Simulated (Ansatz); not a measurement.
Born–Oppenheimer molecular dynamics of a periodic cell of 16 atoms, Li (start crystal Li, start structure bcc, volume 1.05 times the crystal's). It goes on from the last frame of an earlier run, with new velocities.

Theory: DFT PBE, scalar-relativistic, plane waves, PAW (Ansatz 0.2.0). Settings: accuracy low, cutoff 420 eV, k mesh 2x2x2, fermi-dirac smearing 0.11 eV, no spin polarisation.

| Item | Value |
| --- | --- |
| ensemble | NVT, Nosé–Hoover chain |
| time step | 1 fs |
| steps asked | 200 |
| set temperature | 910 K |
| thermostat | time constant 5 fs, chain length 1 |
| seed | 566109 |

Frames 2 fs apart, positions in Å, forces in eV/Å.

Velocities at 30.0 fs (Å/ps):

```
Li 5.75 -0.25 -18.12
Li -10.38 -2.56 2.77
Li -6.15 10.76 10.84
Li -3.20 -10.53 8.86
Li -15.04 -2.65 -5.91
Li 1.44 4.85 16.71
Li -3.52 -3.16 8.50
Li 12.32 -7.01 11.52
Li -13.85 10.10 14.86
Li 17.37 -1.33 -1.99
Li 4.16 6.35 -1.69
Li -0.41 3.59 -21.72
Li 3.43 -14.94 0.57
Li -3.59 -13.06 -5.82
Li -8.51 20.34 -11.75
Li 20.18 -0.50 -7.61
```

```xyz
16
Lattice="7.0944 0.0000 0.0000 0.0000 7.0944 0.0000 0.0000 0.0000 7.0944" Properties=species:S:1:pos:R:3:forces:R:3 time_fs=30.0 energy_less_start_eV=-0.136 T=902
Li 0.274 0.736 -0.622 0.32 0.19 0.09
Li 4.384 1.227 0.030 -0.09 -0.18 -0.03
Li 0.424 5.205 0.058 0.08 -0.41 0.31
Li 0.262 -0.745 3.642 -0.09 0.22 0.11
Li 1.517 2.273 1.468 -0.05 -0.04 -0.48
Li 3.480 3.712 0.625 0.17 -0.08 -0.29
Li 3.148 0.740 2.460 0.29 -0.08 0.41
Li 6.306 1.256 2.472 -0.19 -0.23 -0.89
Li 0.328 3.550 3.115 -0.32 0.50 0.45
Li 2.223 5.375 2.463 0.07 -0.20 -0.32
Li 2.168 2.191 4.516 0.06 0.02 0.32
Li 4.700 4.005 3.618 -0.23 -0.19 -0.16
Li 4.741 5.800 1.503 0.71 0.32 0.01
Li 5.421 1.490 4.623 -0.28 0.22 0.29
Li 2.659 5.389 5.169 -0.05 0.20 0.24
Li 5.501 6.010 5.503 -0.40 -0.26 -0.05
16
Lattice="7.0944 0.0000 0.0000 0.0000 7.0944 0.0000 0.0000 0.0000 7.0944" Properties=species:S:1:pos:R:3:forces:R:3 time_fs=32.0 energy_less_start_eV=-0.130 T=948
Li 0.286 0.736 -0.658 0.32 0.21 0.08
Li 4.362 1.221 0.035 -0.06 -0.20 -0.04
Li 0.412 5.226 0.081 0.11 -0.41 0.33
Li 0.256 -0.765 3.660 -0.02 0.21 0.03
Li 1.486 2.267 1.455 -0.03 -0.01 -0.43
Li 3.483 3.722 0.658 0.14 -0.16 -0.34
Li 3.142 0.734 2.479 0.29 -0.06 0.38
Li 6.330 1.241 2.493 -0.19 -0.24 -0.92
Li 0.299 3.571 3.146 -0.24 0.45 0.41
Li 2.259 5.372 2.458 -0.06 -0.19 -0.29
Li 2.176 2.204 4.513 0.05 0.04 0.30
Li 4.698 4.012 3.574 -0.24 -0.22 -0.08
Li 4.750 5.771 1.505 0.74 0.43 -0.01
Li 5.413 1.464 4.612 -0.33 0.26 0.31
Li 2.642 5.431 5.146 0.00 0.19 0.29
Li 5.541 6.008 5.487 -0.49 -0.31 -0.03
16
Lattice="7.0944 0.0000 0.0000 0.0000 7.0944 0.0000 0.0000 0.0000 7.0944" Properties=species:S:1:pos:R:3:forces:R:3 time_fs=34.0 energy_less_start_eV=-0.115 T=978
Li 0.301 0.737 -0.695 0.32 0.22 0.08
Li 4.340 1.214 0.041 -0.04 -0.21 -0.04
Li 0.400 5.245 0.106 0.14 -0.40 0.34
Li 0.249 -0.785 3.679 0.06 0.22 -0.06
Li 1.455 2.262 1.438 -0.01 0.03 -0.38
Li 3.487 3.731 0.690 0.10 -0.23 -0.39
Li 3.137 0.727 2.500 0.27 -0.04 0.34
Li 6.354 1.224 2.509 -0.18 -0.24 -0.92
Li 0.268 3.596 3.181 -0.15 0.38 0.36
Li 2.295 5.368 2.452 -0.18 -0.18 -0.25
Li 2.185 2.217 4.512 0.04 0.06 0.28
Li 4.695 4.017 3.528 -0.25 -0.26 0.02
Li 4.764 5.743 1.506 0.78 0.55 -0.03
Li 5.402 1.439 4.602 -0.37 0.29 0.32
Li 2.624 5.475 5.124 0.05 0.17 0.34
Li 5.579 6.005 5.471 -0.58 -0.36 0.01
16
Lattice="7.0944 0.0000 0.0000 0.0000 7.0944 0.0000 0.0000 0.0000 7.0944" Properties=species:S:1:pos:R:3:forces:R:3 time_fs=36.0 energy_less_start_eV=-0.093 T=983
Li 0.318 0.740 -0.732 0.31 0.22 0.07
Li 4.317 1.206 0.046 -0.03 -0.22 -0.04
Li 0.389 5.262 0.134 0.17 -0.38 0.35
Li 0.242 -0.804 3.698 0.13 0.24 -0.15
Li 1.423 2.256 1.420 0.02 0.07 -0.32
Li 3.492 3.738 0.720 0.07 -0.31 -0.45
Li 3.133 0.719 2.523 0.26 -0.02 0.30
Li 6.377 1.206 2.521 -0.18 -0.23 -0.91
Li 0.235 3.624 3.218 -0.06 0.29 0.30
Li 2.330 5.362 2.444 -0.30 -0.16 -0.21
Li 2.195 2.231 4.513 0.02 0.09 0.25
Li 4.691 4.022 3.481 -0.26 -0.30 0.12
Li 4.782 5.718 1.507 0.81 0.65 -0.05
Li 5.390 1.415 4.594 -0.40 0.32 0.32
Li 2.606 5.520 5.103 0.10 0.15 0.38
Li 5.614 5.999 5.455 -0.66 -0.41 0.05
16
Lattice="7.0944 0.0000 0.0000 0.0000 7.0944 0.0000 0.0000 0.0000 7.0944" Properties=species:S:1:pos:R:3:forces:R:3 time_fs=38.0 energy_less_start_eV=-0.065 T=961
Li 0.336 0.743 -0.769 0.30 0.21 0.06
Li 4.295 1.196 0.051 -0.01 -0.24 -0.04
Li 0.378 5.277 0.163 0.19 -0.35 0.34
Li 0.236 -0.822 3.716 0.21 0.26 -0.24
Li 1.391 2.251 1.400 0.05 0.12 -0.27
Li 3.498 3.744 0.748 0.05 -0.38 -0.51
Li 3.131 0.712 2.547 0.24 0.00 0.25
Li 6.399 1.187 2.527 -0.19 -0.22 -0.88
Li 0.203 3.653 3.256 0.02 0.19 0.25
Li 2.364 5.356 2.435 -0.42 -0.13 -0.16
Li 2.204 2.246 4.515 0.01 0.12 0.23
Li 4.685 4.024 3.436 -0.27 -0.34 0.22
Li 4.804 5.697 1.507 0.83 0.74 -0.07
Li 5.375 1.394 4.588 -0.42 0.34 0.31
Li 2.589 5.567 5.085 0.15 0.13 0.41
Li 5.646 5.991 5.439 -0.74 -0.44 0.10
16
Lattice="7.0944 0.0000 0.0000 0.0000 7.0944 0.0000 0.0000 0.0000 7.0944" Properties=species:S:1:pos:R:3:forces:R:3 time_fs=40.0 energy_less_start_eV=-0.037 T=922
Li 0.356 0.748 -0.805 0.28 0.20 0.05
Li 4.272 1.186 0.056 -0.01 -0.25 -0.04
Li 0.369 5.290 0.194 0.22 -0.33 0.33
Li 0.231 -0.838 3.732 0.27 0.30 -0.33
Li 1.359 2.247 1.378 0.08 0.15 -0.22
Li 3.503 3.748 0.772 0.02 -0.45 -0.57
Li 3.131 0.704 2.574 0.21 0.01 0.21
Li 6.421 1.166 2.528 -0.19 -0.21 -0.83
Li 0.171 3.683 3.296 0.10 0.08 0.20
Li 2.395 5.349 2.425 -0.52 -0.10 -0.12
Li 2.214 2.261 4.518 0.00 0.14 0.21
Li 4.678 4.025 3.391 -0.27 -0.37 0.31
Li 4.831 5.680 1.508 0.83 0.82 -0.09
Li 5.359 1.374 4.584 -0.42 0.35 0.29
Li 2.573 5.614 5.069 0.19 0.11 0.44
Li 5.673 5.981 5.424 -0.80 -0.47 0.15
16
Lattice="7.0944 0.0000 0.0000 0.0000 7.0944 0.0000 0.0000 0.0000 7.0944" Properties=species:S:1:pos:R:3:forces:R:3 time_fs=42.0 energy_less_start_eV=-0.012 T=882
Li 0.377 0.754 -0.840 0.25 0.18 0.04
Li 4.249 1.174 0.061 0.00 -0.25 -0.04
Li 0.361 5.300 0.227 0.23 -0.29 0.30
Li 0.228 -0.853 3.747 0.33 0.34 -0.41
Li 1.329 2.243 1.356 0.12 0.19 -0.17
Li 3.509 3.749 0.793 0.01 -0.50 -0.63
Li 3.131 0.697 2.600 0.19 0.03 0.17
Li 6.440 1.145 2.525 -0.21 -0.19 -0.76
Li 0.139 3.712 3.336 0.18 -0.04 0.16
Li 2.423 5.342 2.414 -0.60 -0.06 -0.08
Li 2.223 2.276 4.522 -0.01 0.17 0.19
Li 4.669 4.024 3.349 -0.27 -0.41 0.40
Li 4.862 5.668 1.507 0.82 0.87 -0.11
Li 5.340 1.356 4.581 -0.41 0.35 0.27
Li 2.558 5.660 5.055 0.22 0.09 0.46
Li 5.695 5.968 5.410 -0.85 -0.48 0.21
16
Lattice="7.0944 0.0000 0.0000 0.0000 7.0944 0.0000 0.0000 0.0000 7.0944" Properties=species:S:1:pos:R:3:forces:R:3 time_fs=44.0 energy_less_start_eV=0.004 T=856
Li 0.399 0.761 -0.875 0.22 0.15 0.04
Li 4.227 1.161 0.065 0.00 -0.26 -0.03
Li 0.355 5.309 0.261 0.25 -0.26 0.27
Li 0.227 -0.865 3.759 0.37 0.38 -0.48
Li 1.300 2.241 1.333 0.15 0.23 -0.13
Li 3.514 3.748 0.811 0.00 -0.53 -0.68
Li 3.133 0.690 2.627 0.16 0.04 0.12
Li 6.459 1.123 2.517 -0.22 -0.17 -0.69
Li 0.110 3.741 3.377 0.24 -0.15 0.12
Li 2.447 5.334 2.403 -0.67 -0.02 -0.05
Li 2.232 2.293 4.528 -0.02 0.20 0.17
Li 4.659 4.020 3.310 -0.26 -0.44 0.48
Li 4.897 5.660 1.507 0.78 0.90 -0.11
Li 5.319 1.340 4.580 -0.39 0.35 0.24
Li 2.544 5.707 5.045 0.26 0.07 0.48
Li 5.713 5.953 5.396 -0.89 -0.49 0.26
16
Lattice="7.0944 0.0000 0.0000 0.0000 7.0944 0.0000 0.0000 0.0000 7.0944" Properties=species:S:1:pos:R:3:forces:R:3 time_fs=46.0 energy_less_start_eV=0.009 T=851
Li 0.422 0.768 -0.909 0.18 0.12 0.04
Li 4.205 1.146 0.069 0.00 -0.27 -0.03
Li 0.350 5.317 0.296 0.28 -0.23 0.23
Li 0.227 -0.875 3.768 0.41 0.43 -0.53
Li 1.271 2.240 1.309 0.18 0.26 -0.09
Li 3.520 3.744 0.824 0.00 -0.55 -0.74
Li 3.135 0.683 2.655 0.13 0.06 0.08
Li 6.476 1.100 2.506 -0.24 -0.14 -0.61
Li 0.081 3.770 3.418 0.29 -0.26 0.08
Li 2.467 5.327 2.392 -0.71 0.02 -0.02
Li 2.242 2.310 4.534 -0.02 0.22 0.15
Li 4.648 4.014 3.274 -0.24 -0.46 0.54
Li 4.936 5.658 1.505 0.72 0.91 -0.11
Li 5.296 1.327 4.580 -0.35 0.34 0.21
Li 2.532 5.753 5.037 0.29 0.04 0.49
Li 5.725 5.935 5.385 -0.91 -0.48 0.31
16
Lattice="7.0944 0.0000 0.0000 0.0000 7.0944 0.0000 0.0000 0.0000 7.0944" Properties=species:S:1:pos:R:3:forces:R:3 time_fs=48.0 energy_less_start_eV=0.001 T=871
Li 0.446 0.777 -0.943 0.14 0.09 0.04
Li 4.183 1.130 0.073 0.00 -0.27 -0.03
Li 0.346 5.323 0.332 0.30 -0.19 0.18
Li 0.230 -0.883 3.774 0.43 0.47 -0.57
Li 1.244 2.240 1.285 0.21 0.28 -0.05
Li 3.525 3.736 0.834 0.01 -0.55 -0.78
Li 3.139 0.676 2.684 0.10 0.07 0.03
Li 6.491 1.076 2.492 -0.27 -0.12 -0.53
Li 0.054 3.796 3.459 0.33 -0.37 0.04
Li 2.483 5.319 2.381 -0.73 0.06 0.01
Li 2.251 2.329 4.541 -0.03 0.24 0.13
Li 4.635 4.006 3.240 -0.22 -0.48 0.58
Li 4.980 5.661 1.503 0.63 0.88 -0.09
Li 5.271 1.315 4.582 -0.30 0.32 0.18
Li 2.522 5.800 5.032 0.32 0.01 0.50
Li 5.733 5.914 5.375 -0.92 -0.46 0.36
16
Lattice="7.0944 0.0000 0.0000 0.0000 7.0944 0.0000 0.0000 0.0000 7.0944" Properties=species:S:1:pos:R:3:forces:R:3 time_fs=50.0 energy_less_start_eV=-0.019 T=909
Li 0.472 0.786 -0.977 0.09 0.06 0.04
Li 4.160 1.112 0.077 -0.01 -0.28 -0.02
Li 0.345 5.328 0.370 0.33 -0.16 0.11
Li 0.236 -0.888 3.777 0.43 0.51 -0.59
Li 1.217 2.242 1.260 0.23 0.31 -0.02
Li 3.531 3.725 0.839 0.03 -0.53 -0.82
Li 3.142 0.670 2.713 0.07 0.08 -0.01
Li 6.506 1.051 2.474 -0.29 -0.08 -0.44
Li 0.029 3.822 3.502 0.36 -0.47 0.01
Li 2.496 5.312 2.369 -0.74 0.10 0.03
Li 2.260 2.349 4.549 -0.03 0.26 0.11
Li 4.621 3.994 3.210 -0.19 -0.48 0.61
Li 5.027 5.668 1.500 0.52 0.84 -0.06
Li 5.244 1.305 4.584 -0.24 0.30 0.15
Li 2.513 5.848 5.029 0.35 -0.03 0.51
Li 5.735 5.891 5.367 -0.91 -0.43 0.39
16
Lattice="7.0944 0.0000 0.0000 0.0000 7.0944 0.0000 0.0000 0.0000 7.0944" Properties=species:S:1:pos:R:3:forces:R:3 time_fs=52.0 energy_less_start_eV=-0.050 T=954
Li 0.498 0.795 -1.012 0.03 0.02 0.04
Li 4.138 1.092 0.081 -0.02 -0.28 -0.02
Li 0.345 5.333 0.409 0.37 -0.14 0.04
Li 0.244 -0.890 3.777 0.43 0.54 -0.59
Li 1.191 2.245 1.235 0.25 0.33 0.01
Li 3.537 3.712 0.840 0.05 -0.49 -0.85
Li 3.147 0.664 2.742 0.04 0.09 -0.06
Li 6.519 1.025 2.453 -0.31 -0.05 -0.36
Li 0.005 3.845 3.545 0.38 -0.56 -0.02
Li 2.505 5.305 2.358 -0.73 0.13 0.05
Li 2.268 2.371 4.558 -0.03 0.28 0.09
Li 4.605 3.980 3.182 -0.15 -0.47 0.63
Li 5.079 5.681 1.498 0.37 0.77 -0.02
Li 5.215 1.297 4.588 -0.17 0.28 0.13
Li 2.506 5.896 5.030 0.37 -0.06 0.51
Li 5.732 5.865 5.362 -0.88 -0.39 0.41
```

Of the whole run (200 fs, mean temperature of the second half 905 K): The conserved energy stayed within 0.069 meV per atom of its start (net change -0.049 meV per atom), so the integration is sound. A run of 0.2 ps of so small a system gives no equilibrium averages. Limits of this set-up: coarse k mesh, low accuracy level.

Time of the run: 8.4 min on 1 thread of Arm Neoverse V2 (shared host), peak memory 0.5 GiB.
